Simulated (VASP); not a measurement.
# In (P6_3/mmc) in VASP: settings compared

The runs below take In through band structure, with LAK, PBE+D2.

All numbers are computed with VASP 6.6.1; they aren't measurements. Logs are shortened: lines on timing, memory, paths and dates and some standing lists are left out, and cuts for length are marked.

## Step 1: The crystal as given

It takes space group P6_3/mmc (No. 194, hexagonal). Conventional cell: a = 3.335 Å, b = 3.335 Å, c = 5.509 Å, α = 90.00°, β = 90.00°, γ = 120.00°. In (site symmetry -6m2) has 12 In at 3.34 to 3.36 Å as nearest neighbours.

This isn't the form of In at room conditions, which is tetragonal.

## Step 2: Band structure, LAK

INCAR reads:

```
SYSTEM = In
ALGO = Normal ; EDIFF = 1E-6
ENCUT = 520 ; ISIF = 2
ISMEAR = -1 ; LASPH = .True.
LCHARG = .False. ; LMIXTAU = .True.
LREAL = .False. ; LWAVE = .False.
METAGGA = LAK ; NBANDS = 20
NELM = 100 ; PREC = Accurate
SIGMA = 0.05
```

KPOINTS reads:

```
k-points
0
Gamma
  9 9 5
  0 0 0
```

POSCAR reads:

```
In
1.0
    3.3354847820      0.0000000000      0.0000000000
   -1.6677423910      2.8886145552      0.0000000000
    0.0000000000      0.0000000000      5.5091429200
In
2
Direct
    0.6666666667      0.3333333333      0.7500000000
    0.3333333333      0.6666666667      0.2500000000
```

KPOINTS_OPT reads:

```
path GMKGALHA,LM,KH
20
line-mode
reciprocal
 0.0000000000  0.0000000000  0.0000000000  G
 0.5000000000  0.0000000000  0.0000000000  M

 0.5000000000  0.0000000000  0.0000000000  M
 0.3333333333  0.3333333333  0.0000000000  K

 0.3333333333  0.3333333333  0.0000000000  K
 0.0000000000  0.0000000000  0.0000000000  G

 0.0000000000  0.0000000000  0.0000000000  G
 0.0000000000  0.0000000000  0.5000000000  A

 0.0000000000  0.0000000000  0.5000000000  A
 0.5000000000  0.0000000000  0.5000000000  L

 0.5000000000  0.0000000000  0.5000000000  L
 0.3333333333  0.3333333333  0.5000000000  H

 0.3333333333  0.3333333333  0.5000000000  H
 0.0000000000  0.0000000000  0.5000000000  A

 0.5000000000  0.0000000000  0.5000000000  L
 0.5000000000  0.0000000000  0.0000000000  M

 0.3333333333  0.3333333333  0.0000000000  K
 0.3333333333  0.3333333333  0.5000000000  H
```

Potentials or basis: VASP PAW PBE potentials, release 64 (In_d).

The run is started by

```console
$ cat potpaw_PBE.64/In_d/POTCAR > POTCAR
$ mpirun -np 1 vasp_std > vasp.out
```

OUTCAR:

```text
SYSTEM = In
   EDIFF = 1E-6
   ENCUT = 520
   ISIF = 2
   ISMEAR = -1
   LASPH = .True.
   LREAL = .False.
   METAGGA = LAK
   NELM = 100
   PREC = Accurate

 ion  position               nearest neighbor table
   1  0.667  0.333  0.750-   2 3.36   2 3.36   2 3.36   2 3.36   2 3.36   2 3.36
   2  0.333  0.667  0.250-   1 3.36   1 3.36   1 3.36   1 3.36   1 3.36   1 3.36

  LATTYP: Found a hexagonal cell.
 ALAT       =     3.3354847820
 C/A-ratio  =     1.6516768266

  Lattice vectors:

 A1 = (   3.3354847820,   0.0000000000,   0.0000000000)
 A2 = (  -1.6677423910,   2.8886145552,   0.0000000000)
 A3 = (   0.0000000000,   0.0000000000,   5.5091429200)

Analysis of symmetry for initial positions (statically):
=====================================================================
 Subroutine PRICEL returns:
 Original cell was already a primitive cell.

 Routine SETGRP: Setting up the symmetry group for a
 hexagonal supercell.

 Subroutine GETGRP returns: Found 24 space group operations
 (whereof 12 operations were pure point group operations)
 out of a pool of 24 trial point group operations.

The static configuration has the point symmetry D_3d.
 The point group associated with its full space group is D_6h.

Analysis of symmetry for dynamics (positions and initial velocities):
=====================================================================
 Subroutine PRICEL returns:
 Original cell was already a primitive cell.

 Routine SETGRP: Setting up the symmetry group for a
 hexagonal supercell.

 Subroutine GETGRP returns: Found 24 space group operations
 (whereof 12 operations were pure point group operations)
 out of a pool of 24 trial point group operations.

The dynamic configuration has the point symmetry D_3d.
 The point group associated with its full space group is D_6h.

 Subroutine INISYM returns: Found 24 space group operations
 (whereof 12 operations are pure point group operations),
 and found     1 'primitive' translations

----------------------------------------------------------------------------------------

                                     Primitive cell

  volume of cell :      53.0802

  direct lattice vectors                    reciprocal lattice vectors
     3.335484782  0.000000000  0.000000000     0.299806495  0.173093360  0.000000000
    -1.667742391  2.888614555  0.000000000     0.000000000  0.346186721  0.000000000
     0.000000000  0.000000000  5.509142920     0.000000000  0.000000000  0.181516438

  length of vectors
     3.335484782  3.335484782  5.509142920     0.346186721  0.346186721  0.181516438

  position of ions in fractional coordinates (direct lattice)
     0.666666667  0.333333333  0.750000000
     0.333333333  0.666666667  0.250000000

  ion indices of the primitive-cell ions
   primitive index   ion index
                 1           1
                 2           2

----------------------------------------------------------------------------------------

 KPOINTS: k-points

Automatic generation of k-mesh.
 Grid dimensions read from file:
 generate k-points for:    9    9    5

 Generating k-lattice:

  Cartesian coordinates                     Fractional coordinates (reciprocal lattice)
     0.033311833  0.019232596  0.000000000     0.111111111  0.000000000  0.000000000
     0.000000000  0.038465191  0.000000000     0.000000000  0.111111111  0.000000000
     0.000000000  0.000000000  0.036303288     0.000000000  0.000000000  0.200000000

  Length of vectors
     0.038465191  0.038465191  0.036303288

  Shift w.r.t. Gamma in fractional coordinates (k-lattice)
     0.000000000  0.000000000  0.000000000

 Subroutine IBZKPT returns following result:
 ===========================================

 Found     36 irreducible k-points:

 Following reciprocal coordinates:
            Coordinates               Weight
  0.000000  0.000000  0.000000      1.000000
  0.111111  0.000000  0.000000      6.000000
  0.222222  0.000000  0.000000      6.000000
  0.333333  0.000000  0.000000      6.000000
  0.444444  0.000000  0.000000      6.000000
  0.111111  0.111111  0.000000      6.000000
[... 16 lines left out ...]
  0.333333  0.222222  0.200000     24.000000
  0.333333  0.333333  0.200000      4.000000
 [... further k-points ...]
   k-points           NKPTS =     36   k-points in BZ     NKDIM =     36   number of bands    NBANDS=     20
   number of dos      NEDOS =    301   number of ions     NIONS =      2
   total plane-waves  NPLWV =  32928
   dimension x,y,z NGX =    28 NGY =   28 NGZ =   42
   dimension x,y,z NGXF=    56 NGYF=   56 NGZF=   84
   ions per type =               2
   NGX,Y,Z   is equivalent  to a cutoff of  13.96, 13.96, 12.67 a.u.
   NGXF,Y,Z  is equivalent  to a cutoff of  27.91, 27.91, 25.35 a.u.
 SYSTEM =  In
   PREC   = accura    normal or accurate (medium, high low for compatibility)
   ISTART =      0    job   : 0-new  1-cont  2-samecut
   ICHARG =      2    charge: 1-file 2-atom 10-const
   ISPIN  =      1    spin polarized calculation?
   LNONCOLLINEAR =      F non collinear calculations
   LSORBIT =      F    spin-orbit coupling
   LASPH  =      T    aspherical Exc in radial PAW
   ENCUT  =  520.0 eV  38.22 Ry    6.18 a.u.   6.20  6.20 10.24*2*pi/ulx,y,z
   NELM   =    100;   NELMIN=  2; NELMDL= -5     # of ELM steps
   EDIFF  = 0.1E-05   stopping-criterion for ELM
[... 12 lines left out ...]
   EMIN   =  10.00;   EMAX   =-10.00  energy-range for DOS
   EFERMI =   0.00;   METHOD = LEGACY
   ISMEAR =    -1;   SIGMA  =   0.05  broadening in eV -4-tet -1-fermi 0-gaus
   EFERMI_NEDOS =   21; number of points for ismear=-14 and -15
   IALGO  =     38    algorithm
   IMIX   =      4    mixing-type and parameters
     AMIX     =   0.40;   BMIX     =  1.00
     AMIX_MAG =   1.60;   BMIX_MAG =  1.00
  volume/ion in A,a.u.               =      26.54       179.10
  Fermi-wavevector in a.u.,A,eV,Ry     =   1.290491  2.438675 22.658704  1.665368
  Thomas-Fermi vector in A             =   2.422320
   LORBIT       =      0    0 simple, 1 ext, 2 COOP (PROOUT), +10 PAW based schemes
   METAGGA = LAK    functional components
   LHFCALC =     F    Hartree Fock is set to
   AEXX    =    0.0000 exact exchange contribution
   IVDW    =     0    specifies the selected vdW correction
   LEPSILON=     F    determine dielectric tensor
   LRPA    =     F    only Hartree local field effects (RPA)
 non-spin polarized calculation
  energy-cutoff  :      520.00
  volume of cell :       53.08
 maximum number of plane-waves:      1446
 NGX is ok and might be reduce to    28
   NGX = 13   NGY = 13   NGZ = 21

 number of electron      26.0000008 magnetization

 Free energy of the ion-electron system (eV)
  ---------------------------------------------------
  ext. energy  EPLUGINS =         0.00000000
  ---------------------------------------------------
  free energy    TOTEN  =        57.87224631 eV

  energy without entropy =       57.88337389  energy(sigma->0) =       57.87781010

 E-fermi :   7.8301     XC(G=0): -10.9451

 val. band max:        7.8030632885   @ k =   0.3333   0.2222   0.2000
 cond. band min:       7.8854850004   @ k =   0.3333   0.3333   0.4000
 fundamental gap:      0.0824217119
 Fermi energy:         7.8301150195

 k-point     1 :       0.0000    0.0000    0.0000
  band No.  band energies     occupation
      1      -7.8721      2.00000
      2      -7.8101      2.00000
      3      -7.7812      2.00000
      4      -7.7807      2.00000
      5      -7.7538      2.00000
      6      -7.7533      2.00000
[... 12 lines left out ...]
     19      19.1654      0.00000
     20      19.6368      0.00000

 k-point     2 :       0.1111    0.0000    0.0000
  band No.  band energies     occupation
      1      -7.8628      2.00000
      2      -7.8154      2.00000
      3      -7.7644      2.00000
      4      -7.7455      2.00000
      5      -7.7444      2.00000
      6      -7.7198      2.00000
[... 12 lines left out ...]
     19      19.4735      0.00000
     20      20.3510      0.00000

 k-point     3 :       0.2222    0.0000    0.0000
  band No.  band energies     occupation
      1      -7.9049      2.00000
      2      -7.7932      2.00000
      3      -7.7545      2.00000
      4      -7.7524      2.00000
      5      -7.7241      2.00000
      6      -7.6653      2.00000
[... 12 lines left out ...]
     19      18.6346      0.00000
     20      20.0053      0.00000

 k-point     4 :       0.3333    0.0000    0.0000
  band No.  band energies     occupation
      1      -7.9632      2.00000
      2      -7.8276      2.00000
      3      -7.8205      2.00000
      4      -7.7568      2.00000
      5      -7.6895      2.00000
      6      -7.6365      2.00000
[... 12 lines left out ...]
     19      17.4785      0.00000
     20      19.1709      0.00000

 k-point     5 :       0.4444    0.0000    0.0000
  band No.  band energies     occupation
      1      -8.0007      2.00000
      2      -7.8785      2.00000
      3      -7.8432      2.00000
      4      -7.7768      2.00000
      5      -7.6665      2.00000
      6      -7.6482      2.00000
[... 12 lines left out ...]
     19      16.8305      0.00000
     20      18.6599      0.00000
[... 353 lines left out ...]
      6      -7.5963      2.00000
[... 12 lines left out ...]
     19      17.8684      0.00000
     20      17.9997      0.00000

 k-point    22 :       0.2222    0.2222    0.2000
  band No.  band energies     occupation
      1      -7.8674      2.00000
      2      -7.8311      2.00000
      3      -7.7999      2.00000
      4      -7.7914      2.00000
      5      -7.7030      2.00000
      6      -7.6429      2.00000
[... 12 lines left out ...]
     19      16.9372      0.00000
     20      19.8504      0.00000

 k-point    23 :       0.3333    0.2222    0.2000
  band No.  band energies     occupation
      1      -7.8807      2.00000
      2      -7.8499      2.00000
      3      -7.7946      2.00000
      4      -7.7523      2.00000
      5      -7.7183      2.00000
      6      -7.6225      2.00000
[... 12 lines left out ...]
     19      16.0486      0.00000
     20      21.1556      0.00000

 k-point    24 :       0.3333    0.3333    0.2000
  band No.  band energies     occupation
      1      -7.8757      2.00000
      2      -7.8039      2.00000
      3      -7.8039      2.00000
      4      -7.6825      2.00000
      5      -7.6825      2.00000
      6      -7.6796      2.00000
[... 12 lines left out ...]
     19      14.8090      0.00000
     20      22.9074      0.00000

 [... further k-points ...]

------------------------ aborting loop because EDIFF is reached ----------------------------------------

  FORCE on cell =-STRESS in cart. coord.  units (eV):
  Direction    XX          YY          ZZ          XY          YZ          ZX
  --------------------------------------------------------------------------------------
  -------------------------------------------------------------------------------------
  Total        1.2479886      1.2479886      0.8777253      0.0000000      0.0000000      0.0000000
  in kB       37.6693903     37.6693903     26.4933327      0.0000000      0.0000000      0.0000000
  external PRESSURE =      33.9440378 kB  Pullay stress =       0.0000000 kB

 VOLUME and BASIS-vectors are now :
 -----------------------------------------------------------------------------
  energy-cutoff  :      520.00
  volume of cell :       53.08
      direct lattice vectors                 reciprocal lattice vectors
     3.335484782  0.000000000  0.000000000     0.299806495  0.173093360  0.000000000
    -1.667742391  2.888614555  0.000000000     0.000000000  0.346186721  0.000000000
     0.000000000  0.000000000  5.509142920     0.000000000  0.000000000  0.181516438

 POSITION                                       TOTAL-FORCE (eV/Angst)
 -----------------------------------------------------------------------------------
      1.66774      0.96287      4.13186        -0.000000      0.000000      0.000000
     -0.00000      1.92574      1.37729         0.000000     -0.000000      0.000000
 -----------------------------------------------------------------------------------
    total drift:                                0.000000     -0.000000      0.000000

  FREE ENERGIE OF THE ION-ELECTRON SYSTEM (eV)
  ---------------------------------------------------
  free  energy   TOTEN  =        57.8722463108 eV

  energy  without entropy=       57.8833738878  energy(sigma->0) =       57.87781010
```

It took 7.8 min on 1 thread of AMD EPYC 9R45 (Zen 5), shared host; peak memory 0.18 GiB.

What came out:

```yaml
Free_energy: 57.8722 eV
Pressure: 3.4 GPa
Band_gap_along_the_path: none (metal or under the smearing width)
```

Levels at the corners of the path, in eV from the Fermi level:
| point | band 9 | band 10 | band 11 | band 12 | band 13 | band 14 | band 15 | band 16 | band 17 | band 18 |
| --- | --- | --- | --- | --- | --- | --- | --- | --- | --- | --- |
| Γ | -15.32 | -15.32 | -10.10 | -4.63 | -3.76 | 8.97 | 8.97 | 10.85 | 10.85 | 11.04 |
| M | -15.30 | -15.28 | -5.12 | -4.42 | 0.27 | 0.28 | 0.76 | 2.94 | 4.32 | 7.72 |
| M | -15.30 | -15.28 | -5.12 | -4.42 | 0.27 | 0.28 | 0.76 | 2.94 | 4.32 | 7.72 |
| K | -15.35 | -15.34 | -3.48 | -3.48 | -2.01 | 2.04 | 2.04 | 2.25 | 2.63 | 2.63 |
| K | -15.35 | -15.34 | -3.48 | -3.48 | -2.01 | 2.04 | 2.04 | 2.25 | 2.63 | 2.63 |
| Γ | -15.32 | -15.32 | -10.10 | -4.63 | -3.76 | 8.97 | 8.97 | 10.85 | 10.85 | 11.04 |
| Γ | -15.32 | -15.32 | -10.10 | -4.63 | -3.76 | 8.97 | 8.97 | 10.85 | 10.85 | 11.04 |
| A | -15.39 | -15.39 | -8.65 | -8.65 | 3.03 | 3.03 | 10.08 | 10.08 | 10.08 | 10.08 |
| A | -15.39 | -15.39 | -8.65 | -8.65 | 3.03 | 3.03 | 10.08 | 10.08 | 10.08 | 10.08 |
| L | -15.29 | -15.29 | -3.74 | -3.74 | -2.91 | -2.91 | 5.94 | 5.94 | 6.50 | 6.50 |
| L | -15.29 | -15.29 | -3.74 | -3.74 | -2.91 | -2.91 | 5.94 | 5.94 | 6.50 | 6.50 |
| H | -15.31 | -15.31 | -2.35 | -2.35 | -1.66 | -1.66 | -0.54 | -0.54 | 7.87 | 7.87 |
| H | -15.31 | -15.31 | -2.35 | -2.35 | -1.66 | -1.66 | -0.54 | -0.54 | 7.87 | 7.87 |
| A | -15.39 | -15.39 | -8.65 | -8.65 | 3.03 | 3.03 | 10.08 | 10.08 | 10.08 | 10.08 |
| L | -15.29 | -15.29 | -3.74 | -3.74 | -2.91 | -2.91 | 5.94 | 5.94 | 6.50 | 6.50 |
| M | -15.30 | -15.28 | -5.12 | -4.42 | 0.27 | 0.28 | 0.76 | 2.94 | 4.32 | 7.72 |
| K | -15.35 | -15.34 | -3.48 | -3.48 | -2.01 | 2.04 | 2.04 | 2.25 | 2.63 | 2.63 |
| H | -15.31 | -15.31 | -2.35 | -2.35 | -1.66 | -1.66 | -0.54 | -0.54 | 7.87 | 7.87 |

Caveat: the PAW data sets were made with another functional, which shifts forces and pressure a little; spin-orbit coupling is left out, which moves the levels of the heavy elements.

(Continued in part 2 of 2.)
